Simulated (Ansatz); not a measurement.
Eigenvalues along a path: Pt (hcp type)

```yaml
crystal:
  lattice:
    - [2.75979, 0.00000, 0.00000]
    - [-1.37990, 2.39005, 0.00000]
    - [0.00000, 0.00000, 4.77883]
  atoms:
    - { symbol: Pt, position: [0.33333, 0.66667, 0.25000] }
    - { symbol: Pt, position: [0.66667, 0.33333, 0.75000] }
```

The cell comes from a relaxation on PAW files under the same functional, begun from a prototype that needn't be the stable phase.

All numbers are PBE results (scalar-relativistic) from Ansatz 0.2.0, with a Γ-centred 15×15×8 k mesh, Fermi–Dirac smearing of 0.05 eV, no spin polarisation. Methods: LAPW: all electrons, basis error target 1 meV/atom.

Spin–orbit coupling is left out, which matters for the heavy atoms.

Path points, in fractions of the reciprocal vectors: Γ (0.000, 0.000, 0.000), M (0.500, 0.000, 0.000), K (0.333, 0.333, 0.000), A (0.000, 0.000, 0.500), L (0.500, 0.000, 0.500), H (0.333, 0.333, 0.500). Levels in eV from the Fermi level; bands 33 to 48, counted from the lowest band of the run. The gap is zero, the pressure -0.04 GPa.

```
# k(1/Å) point b33 b34 b35 b36 b37 b38 b39 b40 b41 b42 b43 b44 b45 b46 b47 b48
0.000 Γ -9.73 -7.08 -3.94 -3.43 -3.43 -3.06 -3.06 -1.82 -1.82 -0.72 -0.22 -0.22 4.73 15.07 15.69 17.23
0.188 - -9.54 -6.90 -3.96 -3.43 -3.28 -3.14 -2.92 -2.06 -1.91 -1.62 -0.19 0.95 4.71 15.33 15.97 17.46
0.376 - -9.01 -6.45 -4.12 -3.48 -3.15 -3.00 -2.87 -2.53 -2.14 -2.06 -0.11 2.46 4.66 15.46 16.66 17.47
0.563 - -8.21 -5.95 -4.22 -3.93 -3.75 -2.67 -2.43 -2.43 -2.22 -1.92 -0.05 4.04 4.62 13.53 16.64 16.73
0.751 - -7.34 -5.87 -4.69 -3.99 -3.72 -2.79 -2.71 -1.85 -1.41 -1.17 -0.01 4.70 5.62 10.85 15.02 15.48
0.939 - -6.70 -6.09 -5.24 -3.74 -3.11 -3.09 -2.94 -0.66 -0.58 -0.39 0.01 5.11 7.12 8.15 13.51 14.30
1.127 - -6.46 -6.29 -5.58 -3.29 -3.24 -3.09 -2.68 0.01 0.06 0.24 0.88 5.37 6.35 8.33 11.32 12.42
1.314 M -6.42 -6.35 -5.69 -3.36 -3.14 -2.93 -2.61 0.01 0.30 0.50 2.27 3.75 7.29 8.85 9.56 12.01
1.423 - -6.36 -6.28 -5.68 -3.37 -3.18 -2.92 -2.68 -0.03 0.25 0.38 2.39 3.83 7.39 8.96 9.43 11.92
1.531 - -6.18 -6.10 -5.64 -3.38 -3.27 -2.89 -2.89 -0.15 0.08 0.14 2.70 3.99 7.68 9.05 9.28 11.74
1.640 - -5.90 -5.82 -5.58 -3.40 -3.40 -3.19 -2.83 -0.31 -0.28 -0.01 3.12 4.12 8.20 8.43 9.77 11.61
1.748 - -5.54 -5.51 -5.48 -3.53 -3.53 -3.44 -2.76 -0.61 -0.47 -0.16 3.57 4.18 7.66 8.92 10.40 11.58
1.857 - -5.45 -5.16 -5.15 -3.87 -3.64 -3.50 -2.68 -0.83 -0.60 -0.34 4.01 4.20 6.86 9.80 11.12 11.64
1.965 - -5.42 -4.89 -4.84 -4.16 -3.69 -3.57 -2.60 -0.88 -0.68 -0.53 4.25 4.36 6.17 10.80 11.80 11.91
2.073 K -5.41 -4.75 -4.75 -4.27 -3.65 -3.65 -2.57 -0.74 -0.74 -0.71 4.40 4.40 5.84 11.77 12.07 12.07
2.290 - -5.40 -5.09 -4.75 -4.36 -3.77 -3.36 -2.73 -1.23 -0.62 -0.20 3.26 5.33 6.79 9.11 10.88 13.09
2.507 - -5.55 -5.26 -4.85 -4.80 -3.73 -3.17 -2.94 -1.78 -0.45 -0.04 1.68 6.22 7.89 8.78 8.87 14.84
2.724 - -6.54 -5.02 -4.88 -4.87 -3.63 -3.49 -2.51 -2.34 -0.62 -0.28 0.09 5.08 6.84 10.41 11.25 15.69
2.941 - -7.73 -5.52 -4.61 -4.21 -3.72 -3.05 -2.84 -2.16 -1.69 -1.28 -0.17 4.67 4.86 13.42 13.75 16.72
3.157 - -8.78 -6.25 -4.23 -3.47 -3.25 -3.23 -2.65 -2.52 -2.29 -1.91 -0.14 2.96 4.65 15.53 16.31 17.00
3.374 - -9.48 -6.85 -3.97 -3.43 -3.23 -3.18 -2.87 -2.13 -2.03 -1.68 -0.18 1.18 4.71 15.40 16.06 17.51
3.591 Γ -9.73 -7.08 -3.94 -3.43 -3.43 -3.06 -3.06 -1.82 -1.82 -0.72 -0.22 -0.22 4.73 15.07 15.69 17.23
3.685 - -9.68 -7.08 -3.95 -3.43 -3.43 -3.07 -3.07 -1.79 -1.79 -0.95 -0.23 -0.23 5.04 14.86 15.93 17.13
3.779 - -9.55 -7.10 -3.98 -3.45 -3.45 -3.11 -3.11 -1.69 -1.69 -1.49 -0.26 -0.26 5.83 14.54 16.28 16.87
3.873 - -9.34 -7.15 -4.03 -3.47 -3.47 -3.16 -3.16 -2.16 -1.55 -1.55 -0.31 -0.31 6.91 14.25 16.50 16.51
3.967 - -9.06 -7.24 -4.07 -3.48 -3.48 -3.23 -3.23 -2.80 -1.37 -1.37 -0.39 -0.39 8.14 13.96 16.15 16.42
4.061 - -8.72 -7.41 -4.09 -3.48 -3.48 -3.33 -3.30 -3.30 -1.18 -1.18 -0.49 -0.49 9.45 13.59 15.82 16.04
4.155 - -8.35 -7.66 -4.07 -3.72 -3.46 -3.46 -3.37 -3.37 -0.98 -0.98 -0.63 -0.63 10.76 12.96 15.58 15.65
4.249 A -7.98 -7.98 -3.96 -3.96 -3.42 -3.42 -3.42 -3.42 -0.80 -0.80 -0.80 -0.80 11.98 11.98 15.50 15.50
4.436 - -7.80 -7.80 -4.06 -4.06 -3.47 -3.47 -3.30 -3.30 -0.83 -0.83 -0.75 -0.75 12.09 12.09 15.74 15.74
4.624 - -7.30 -7.30 -4.31 -4.31 -3.61 -3.61 -2.94 -2.94 -0.89 -0.89 -0.61 -0.61 12.34 12.34 16.13 16.13
4.812 - -6.69 -6.69 -4.57 -4.57 -3.64 -3.64 -2.42 -2.42 -0.94 -0.94 -0.41 -0.41 12.48 12.48 15.31 15.31
5.000 - -6.36 -6.36 -4.78 -4.78 -3.14 -3.14 -1.97 -1.97 -0.79 -0.79 -0.15 -0.15 11.69 11.69 14.33 14.33
5.187 - -6.39 -6.39 -4.99 -4.99 -2.05 -2.05 -1.81 -1.81 -0.31 -0.31 0.24 0.24 9.70 9.70 14.16 14.16
5.375 - -6.50 -6.50 -5.15 -5.15 -1.81 -1.81 -1.13 -1.13 0.20 0.20 1.03 1.03 7.57 7.57 14.16 14.16
5.563 L -6.55 -6.55 -5.20 -5.20 -1.82 -1.82 -0.86 -0.86 0.41 0.41 1.70 1.70 6.48 6.48 14.17 14.17
5.671 - -6.49 -6.49 -5.17 -5.17 -1.96 -1.96 -0.86 -0.86 0.21 0.21 2.04 2.04 6.49 6.49 14.25 14.25
5.780 - -6.32 -6.32 -5.08 -5.08 -2.31 -2.31 -1.00 -1.00 -0.02 -0.02 2.73 2.73 6.50 6.50 13.98 13.98
5.888 - -6.07 -6.07 -4.92 -4.92 -2.73 -2.73 -1.35 -1.35 -0.08 -0.08 3.54 3.54 6.53 6.53 12.81 12.81
5.997 - -5.77 -5.77 -4.72 -4.72 -3.15 -3.15 -1.75 -1.75 -0.09 -0.09 4.40 4.40 6.57 6.57 11.57 11.57
6.105 - -5.47 -5.47 -4.52 -4.52 -3.50 -3.50 -2.10 -2.10 -0.11 -0.11 5.24 5.24 6.65 6.65 10.36 10.36
6.213 - -5.21 -5.21 -4.46 -4.46 -3.65 -3.65 -2.33 -2.33 -0.15 -0.15 6.01 6.01 6.74 6.74 9.30 9.30
6.322 H -5.10 -5.10 -4.50 -4.50 -3.66 -3.66 -2.40 -2.40 -0.17 -0.17 6.57 6.57 6.60 6.60 8.80 8.80
6.539 - -5.36 -5.36 -4.40 -4.40 -3.63 -3.63 -2.38 -2.38 -0.05 -0.05 4.67 4.67 7.69 7.69 10.03 10.03
6.756 - -5.63 -5.63 -4.44 -4.44 -3.64 -3.64 -2.40 -2.40 0.08 0.08 2.39 2.39 9.47 9.47 11.91 11.91
6.972 - -5.83 -5.83 -4.51 -4.51 -3.97 -3.97 -2.15 -2.15 -0.08 -0.08 0.49 0.49 11.64 11.64 13.61 13.61
7.189 - -6.31 -6.31 -4.59 -4.59 -3.95 -3.95 -2.14 -2.14 -0.81 -0.81 -0.23 -0.23 12.62 12.62 15.24 15.24
7.406 - -7.10 -7.10 -4.39 -4.39 -3.71 -3.71 -2.75 -2.75 -0.93 -0.93 -0.54 -0.54 12.44 12.44 16.29 16.29
7.623 - -7.74 -7.74 -4.10 -4.10 -3.49 -3.49 -3.25 -3.25 -0.84 -0.84 -0.73 -0.73 12.12 12.12 15.81 15.81
7.840 A -7.98 -7.98 -3.96 -3.96 -3.42 -3.42 -3.42 -3.42 -0.80 -0.80 -0.80 -0.80 11.98 11.98 15.50 15.50
```
